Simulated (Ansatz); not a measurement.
**Vibrational response of CdS**

Level of theory: DFT PBE, scalar-relativistic, plane waves, PAW in Ansatz 0.2.0. Cutoff 420 eV, 6×6×6 k-points (Γ-centred), fixed occupations. No spin polarisation. Phonons by linear response, acoustic sum rule imposed.

Relaxed structure:
```
Cd S
1.0
    -4.04237    4.04237    4.04237
     4.04237   -4.04237    4.04237
     4.04237    4.04237   -4.04237
Cd S
4 4
Cartesian
  1.2995 1.2995 1.2995
  2.7429 2.7429 -2.7429
  2.7429 -2.7429 2.7429
  -2.7429 2.7429 2.7429
  2.7239 2.7239 2.7239
  1.3185 1.3185 -1.3185
  1.3185 -1.3185 1.3185
  -1.3185 1.3185 1.3185
```

It was reached by relaxing an invented guess, and it needn't be the stable form of this composition. The run warned that its linear response isn't converged on this k mesh, so dielectric tensors, Born charges and infrared intensities are rough, and the frequencies may be too.

Task: Is this structure stable against zone-centre distortions?

Result: Yes, at Γ: no optical mode is imaginary. Strains and other wave vectors aren't tested by this run.

Task: List the optical modes at Γ without the LO field (i marks imaginary ones).

Result:
```csv
frequency (meV),degeneracy,IR intensity of the level ((D/Å)²/amu)
5.6,3,0.00
7.5,2,0.00
11.9,1,0.00
16.6,3,2.00
23.0,2,0.00
24.6,3,0.00
25.8,3,26.75
37.6,3,22.41
45.1,1,0.00
```
